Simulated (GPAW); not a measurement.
Runs of GPAW 26.7.0 on AlNi. It takes space group Pm-3m (No. 221, cubic). Conventional cell: a = 2.881 Å, b = 2.881 Å, c = 2.881 Å, α = 90.00°, β = 90.00°, γ = 90.00°. Ni (site symmetry m-3m) has 8 Al at 2.50 Å as nearest neighbours. Al (site symmetry m-3m) has 8 Ni at 2.50 Å as nearest neighbours. 

```csv
task,level,potentials or basis,U,k mesh,cutoff (eV),band path,band points,hybrids on these orbitals,symmetry,mesh quality,pressure (GPa),moment (μB),V0 of scaled cells (Å³/atom),B0 (GPa)
equation of state,PBEsol+D4,"PAW data sets generated in the run's folder for this functional, pw",-,7 × 7 × 7,600,-,-,-,-,not flagged,-,-,11.59,182
band structure,r2SCAN,"GPAW PAW data sets (gpaw-data 1.2.1), pw",-,7 × 7 × 7,600,"GXMGRX,MR",60,-,-,not flagged,-1.7,0.00,-,-
band structure,LDA,"PAW data sets generated in the run's folder for this functional, pw",-,7 × 7 × 7,600,"GXMGRX,MR",80,-,-,not flagged,-7.8,0.00,-,-
equation of state,PBEsol+D3,"PAW data sets generated in the run's folder for this functional, pw",-,7 × 7 × 7,600,-,-,-,-,not flagged,-,-,11.49,181
equation of state,PBE+D3(BJ),"GPAW PAW data sets (gpaw-data 1.2.1), pw",-,7 × 7 × 7,600,-,-,-,-,not flagged,-,-,11.73,175
equation of state,PBE+U,"GPAW PAW data sets (gpaw-data 1.2.1), pw",Ni d U = 6 eV,7 × 7 × 7,600,-,-,-,-,not flagged,-,-,11.86,163
one-shot levels on a semilocal density,LDA,"the program's PAW data sets (release 1.2.1) made for this functional, pw",-,4 × 4 × 4,500,-,-,"["HSE06", "B3LYP", "YS-PBE0"]",point_group=False,coarse,-8.8,0.00,-,-
equation of state,LDA,"the program's PAW data sets (release 1.2.1) made for this functional, pw",-,7 × 7 × 7,600,-,-,-,-,not flagged,-,-,11.42,187
band structure,vdW-DF2,"GPAW PAW data sets (gpaw-data 1.2.1), pw",-,7 × 7 × 7,600,"GXMGRX,MR",60,-,-,not flagged,-,0.00,-,-
band structure,PBEint,"PAW data sets generated in the run's folder for this functional, pw",-,7 × 7 × 7,600,"GXMGRX,MR",60,-,-,not flagged,(b),0.00,-,-
equation of state,PW91+D4,"PAW data sets generated in the run's folder for this functional, pw",-,7 × 7 × 7,600,-,-,-,-,not flagged,-,-,(a),172
band structure,vdW-DF,"GPAW PAW data sets (gpaw-data 1.2.1), pw",-,7 × 7 × 7,600,"GXMGRX,MR",60,-,-,not flagged,-,0.00,-,-
```

Alike in all rows: spin collinear, ferromagnetic start; cell as given; smearing fermi-dirac 0.05 eV.

Problem. Estimate the missing entries.

Solution. (a) 11.82; (b) -0.1.

Caveats: some runs use coarse meshes; the stock nickel data set gives pressures a few GPa off other programs (some runs); the PAW data sets were made with another functional, which shifts forces and pressure a little (some runs); the U is typed as a test and isn't derived for this compound (some runs); the cutoff is short for stress and forces, so pressures can be off by a GPa or more (some runs); one-shot exact exchange on a metal's smeared states is rough (some runs).

Not every run made on this cell is shown here.
